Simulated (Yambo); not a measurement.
# SnTe (Fm-3m) in Yambo: notebook

The runs below take SnTe through optical spectrum by the Bethe-Salpeter equation, G0W0 quasiparticle levels, optical spectrum, with PBE.

All numbers are computed with Yambo 5.3.0; they aren't measurements. Logs are shortened: lines on timing, memory, paths and dates and some standing lists are left out, and cuts for length are marked.

## 1. The undisturbed crystal

Symmetry: Fm-3m, No. 225, cubic system. Conventional cell: a = 6.302 Å, b = 6.302 Å, c = 6.302 Å, α = 90.00°, β = 90.00°, γ = 90.00°. Around Te (site symmetry m-3m) lie 6 Sn at 3.15 Å. Sn (site symmetry m-3m) is surrounded by 6 Te at 3.15 Å.

## 2. Optical spectrum by the Bethe-Salpeter equation, PBE (cell squeezed)

bse2.in

```
optics
bse
bss
rim_cut
em1s
RandQpts= 1000000
RandGvec= 50 RL
Chimod= "HARTREE"
% BndsRnXs
 1 | 40 |
%
NGsBlkXs= 5 Ry
% LongDrXs
 1 | 0 | 0 |
%
BSKmod= "SEX"
BSEmod= "retarded"
BSSmod= "d"
% BSEQptR
 1 | 1 |
%
% BSEBands
 14 | 17 |
%
BSENGexx= 20 Ry
BSENGBlk= 5 Ry
% BEnRange
 0 | 20 | eV
%
% BDmRange
 0.1 | 0.1 | eV
%
BEnSteps= 200
% BLongDir
 1 | 0 | 0 |
%
BSEprop= "abs"
WRbsWF
% KfnQP_E
 -0.0 | 1.0 | 1.0 |
%
```

scf.in

```
&CONTROL
  calculation = 'scf'
  prefix = 'pwscf'
  outdir = './tmp'
  pseudo_dir = './pseudo'
/
&SYSTEM
  ibrav = 0
  nat = 2
  ntyp = 2
  ecutwfc = 80
  nbnd = 22
  occupations = 'smearing'
  smearing = 'fd'
  degauss = 0.00367493
  force_symmorphic = .true.
/
&ELECTRONS
  conv_thr = 4d-10
  electron_maxstep = 120
  mixing_beta = 0.5
/
ATOMIC_SPECIES
Te   127.6000 Te.upf
Sn   118.7100 Sn.upf
CELL_PARAMETERS angstrom
   0.0000000000    3.0644815031    3.0644815031
   3.0644815031    0.0000000000    3.0644815031
   3.0644815031    3.0644815031    0.0000000000
ATOMIC_POSITIONS crystal
Te     0.5000000000    0.5000000000    0.5000000000
Sn     0.0000000000    0.0000000000    0.0000000000
K_POINTS automatic
8 8 8 0 0 0
```

nscf.in

```
&CONTROL
  calculation = 'nscf'
  prefix = 'pwscf'
  outdir = './tmp'
  pseudo_dir = './pseudo'
/
&SYSTEM
  ibrav = 0
  nat = 2
  ntyp = 2
  ecutwfc = 80
  nbnd = 115
  occupations = 'fixed'
  force_symmorphic = .true.
/
&ELECTRONS
  conv_thr = 1d-08
  diago_full_acc = .true.
  diago_thr_init = 1d-06
/
ATOMIC_SPECIES
Te   127.6000 Te.upf
Sn   118.7100 Sn.upf
CELL_PARAMETERS angstrom
   0.0000000000    3.0644815031    3.0644815031
   3.0644815031    0.0000000000    3.0644815031
   3.0644815031    3.0644815031    0.0000000000
ATOMIC_POSITIONS crystal
Te     0.5000000000    0.5000000000    0.5000000000
Sn     0.0000000000    0.0000000000    0.0000000000
K_POINTS automatic
4 4 4 0 0 0
```

Potentials or basis: PseudoDojo 0.4.1 SR PBE standard.

The run is started by

```bash
> OMP_NUM_THREADS=1 pw.x -in scf.in > scf.out
> OMP_NUM_THREADS=1 pw.x -in nscf.in > nscf.out
> cd tmp/pwscf.save; p2y; mv SAVE ../..; cd ../..
> OMP_NUM_THREADS=1 yambo
> mkdir -p bse2; ln -s $PWD/g0w00/ndb.RIM bse2/
> OMP_NUM_THREADS=1 yambo -F bse2.in -J bse2 -C bse2_out
> OMP_NUM_THREADS=1 ypp -J bse2 -C bse2_out -e s -b 1
```

Yambo's report:

```text
[... sections 02.01 to 02.04 as in the set-up run ...]

  [02.05] Energies & Occupations
  ==============================

  [X] === General ===
  [X] Electronic Temperature                        :  0.000000  0.000000 [eV K]
  [X] Bosonic    Temperature                        :  0.000000  0.000000 [eV K]
  [X] Finite Temperature mode                       : no
  [X] El. density                                   :  0.52122E+24 [cm-3]
  [X] Fermi Level                                   :  11.27020 [eV]

  [X] === Gaps and Widths ===
  [X] Conduction Band Min                           :  0.270285 [eV]
  [X] Valence Band Max                              :  0.000000 [eV]
  [X] Filled Bands                                  :  15
  [X] Empty Bands                                   :   16  115
  [X] Direct Gap                                    :  0.270285 [eV]
  [X] Direct Gap localized at k                     :  3
  [X] Indirect Gap                                  :  0.270285 [eV]
  [X] Indirect Gap between kpts                     :  3  3
  [X] Last valence band width                       :  4.121459 [eV]
  [X] 1st conduction band width                     :  3.337140 [eV]

 [03] Transferred momenta grid and indexing
 ==========================================

 [BZ sampling] Q-grid is User defined and/or read from the database

 IBZ Q-points                                      :   8
 BZ  Q-points                                      :   64

 K/Q-points units:
 rlu = crystal or reduced units; cc = cartesian coordinates; iku = interal k-units

 Q [1]          [rlu]:  0.000000  0.000000  0.000000
 Q [2]          [rlu]:  0.43722E-17  0.43722E-17  0.25000
 Q [3]          [rlu]: -0.87443E-17 -0.87443E-17 -0.50000
 Q [4]          [rlu]: -0.77758E-17  0.25000      0.25000
 Q [5]          [rlu]:  0.38650E-16  0.25000      0.50000
 Q [6]          [rlu]: -0.87443E-17  0.25000     -0.25000
 Q [7]          [rlu]:  0.15552E-16 -0.50000     -0.50000
 Q [8]          [rlu]:  0.250000 -0.500000 -0.250000

  [03.01] X + BSE indexes
  =======================

   [03.01.01] Sigma indexes
   ========================

   [WR./SAVE//ndb.kindx]-----------------------------------------------------------
    Fragmentation                                    : no
    Polarization last K ( bz)                        :   64
    Polarization last K (ibz)                        :   8
    QP states                                        :   1   8
    X grid is uniform                                : yes
    Grids (string)                                   :  X B S
    Grids (int-vector)                               :  1  1  0  1
[... 118 lines left out ...]
    =============================================

    [07.01.05.02] Main kernel loop
    ==============================

    [WR./bse2//ndb.BS_Q1_CPU_0]-----------------------------------------------------
     Brillouin Zone Q/K grids (IBZ/BZ)                :    8   64    8   64
     RL vectors                                       :   5769 [WF]
     Coulomb cutoff potential                         : none
     Parallel CPUs
     Parallel Roles
     Fragmentation                                    : no
     BS kernel          wavefunctions                 : Perdew, Burke & Ernzerhof(X)+Perdew, Burke & Ernzerhof(C)
     Static diel. fun.  energies                      : Perdew, Burke & Ernzerhof(X)+Perdew, Burke & Ernzerhof(C)
     wavefunctions                                    : Perdew, Burke & Ernzerhof(X)+Perdew, Burke & Ernzerhof(C)
     [K] Identifier                                   :   4321
     [K] Dimension                                    :  256
     [K] Bands                                        :  14  17
     [K] Exchange                                     : yes [res]
     [K] Correlation                                  : yes [res]
     [K] Kernel`s coupling                            : no
     [K] Exchange                                     : no [cpl]
     [K] Correlation                                  : no [cpl]
     [K] W interaction is bare                        : no
     [K] ALDA kernel in R-space                       : no
     [K] RL vectors                                   :   609 [exchange]
     [K] RL vectors                                   :   89 [correlation]
     [K] E/h energy range                             : -1.000000 -1.000000 [eV]
     [K] Coupling range                               :  100.0000  100.0000 [o/o]
     [W] Interaction is diagonal                      : no
     [W] Matrix size                                  :   89
     [W] Bands                                        :    1   40
     [W] e/h energy range                             : -1.000000 -1.000000 [eV]
     [W] Poles                                        :  100.0000 [o/o]
     [W] RL vectors in the sum                        :   5769
     [W] [r,Vnl] included                             : yes
     [W] Field direction                              :  0.100000E-4   0.00000      0.00000
     [W] Coulomb Cutoff                               : none
     [W] Hxc Kernel                                   : HARTREE
     [RIM] RL components                              :   51 [col]
     [RIM] Random points                              :  1000000 [col]
     [SOC] Perturbative SOC                           : no
     [K] Kernel long-range exchange                   : BAR

    [07.01.05.03] Wave-Function Phases
    ==================================

    [BSE] WF phases found       :  47.78646 [o/o]

   [07.01.06] BSE solver(s) @q1
   ============================

   [07.01.07] Diago Solver @q1
   ===========================

   [WR./bse2//ndb.BS_diago_Q1]-----------------------------------------------------
    BS kernel          energies                      : Perdew, Burke & Ernzerhof(X)+Perdew, Burke & Ernzerhof(C)
    [K] Identifier                                   :   4321
    [K] Dimension                                    :  256
    [K] Bands                                        :  14  17
    [K] Exchange                                     : yes [res]
    [K] Correlation                                  : yes [res]
    [K] Kernel`s coupling                            : no
    [K] Exchange                                     : no [cpl]
    [K] Correlation                                  : no [cpl]
    [K] W interaction is bare                        : no
    [K] ALDA kernel in R-space                       : no
    [K] RL vectors                                   :   609 [exchange]
    [K] RL vectors                                   :   89 [correlation]
    [K] E/h energy range                             : -1.000000 -1.000000 [eV]
    [K] Coupling range                               :  100.0000  100.0000 [o/o]
    [W] Interaction is diagonal                      : no
    [W] Matrix size                                  :   89
    [W] Bands                                        :    1   40
    [W] e/h energy range                             : -1.000000 -1.000000 [eV]
    [W] Poles                                        :  100.0000 [o/o]
    [W] RL vectors in the sum                        :   5769
    [W] [r,Vnl] included                             : yes
    [W] Field direction                              :  0.100000E-4   0.00000      0.00000
    [W] Coulomb Cutoff                               : none
    [W] Hxc Kernel                                   : HARTREE
    [RIM] RL components                              :   51 [col]
    [RIM] Random points                              :  1000000 [col]
    [SOC] Perturbative SOC                           : no
    [K] Kernel long-range exchange                   : BAR
    [BSS] Eigenstates included                       : yes
    [BSS] Field direction                            :  0.100000E-4   0.00000      0.00000
    [BSS] Eigenstates computed                       :  256
    [BSS] Number of BSE matrices                     :  1
```

o-bse2.eps_q1_diago_bse:

```text
# Absorption @ Q(1):   1.00000000      0.00000000      0.00000000    [q->0 direction]
#
[... 52 lines left out ...]
#
        0.000000           0.000000           21.08784           0.000000           20.41555
        0.100503           0.127959           21.15103           0.115613           20.47270
        0.201005           0.261354           21.34319           0.235844           20.64636
        0.301508           0.406230           21.67244           0.365799           20.94344
        0.402010           0.569979           22.15327           0.511661           21.37621
        0.502513           0.762400           22.80827           0.681508           21.96368
[... 192 lines left out ...]
        19.89950           0.002499           0.759940           0.002568           0.753275
        20.00000           0.002460           0.762432           0.002528           0.755836
#
```

It took 92 s on 1 thread of Intel Xeon Platinum 8488C (Sapphire Rapids), shared host; peak memory 0.32 GiB.

What came out:

```yaml
Band_gap_on_the_k_mesh_mean-field_level: 0.27 eV, direct
Exciton_binding_energy: 0.03 eV
Lowest_exciton_energy: 0.24 eV
Lowest_bright_exciton_energy: 1.62 eV
```

Dielectric function (along the field direction of the input):
```tsv
energy (eV)	real part	imaginary part
0.30	21.67	0.41
1.31	46.07	10.54
2.31	-20.01	17.12
3.32	-4.52	3.68
4.42	-2.44	1.48
5.43	-0.32	3.56
6.43	-4.77	1.28
7.54	-1.31	0.11
8.54	-0.56	0.05
9.55	-0.11	0.05
10.65	0.04	0.03
11.66	0.24	0.02
12.66	0.37	0.01
13.77	0.48	0.01
14.77	0.55	0.01
15.78	0.61	0.01
16.88	0.66	0.00
17.89	0.70	0.00
18.89	0.73	0.00
20.00	0.76	0.00
```

Lowest exciton energies (eV): 0.24, 0.24, 0.24, 0.24, 0.24, 0.25, 0.25, 0.26

Excitons:
```csv
energy (eV),strength (relative to the strongest)
0.236,3.3e-09
0.236,1.4e-10
0.236,9.3e-10
0.244,1.7e-09
0.244,7e-09
0.255,1.2e-10
0.255,1.1e-10
0.255,7.6e-12
1.623,1e-08
1.623,0.14
1.623,1
1.629,1.3e-07
```

Caveat: the k mesh is coarse (spacing up to 0.44 Å⁻¹), so the values aren't converged; the scissor is the correction of the direct gap in an earlier G0W0 run on the same states; exciton energies and binding change strongly with the k mesh and aren't converged on this one; spectra need much finer meshes, so this one isn't converged; spin-orbit coupling is left out, which moves the levels of the heavy elements. A k mesh can miss the band edges.

(Part 1 of 2 ends here.)
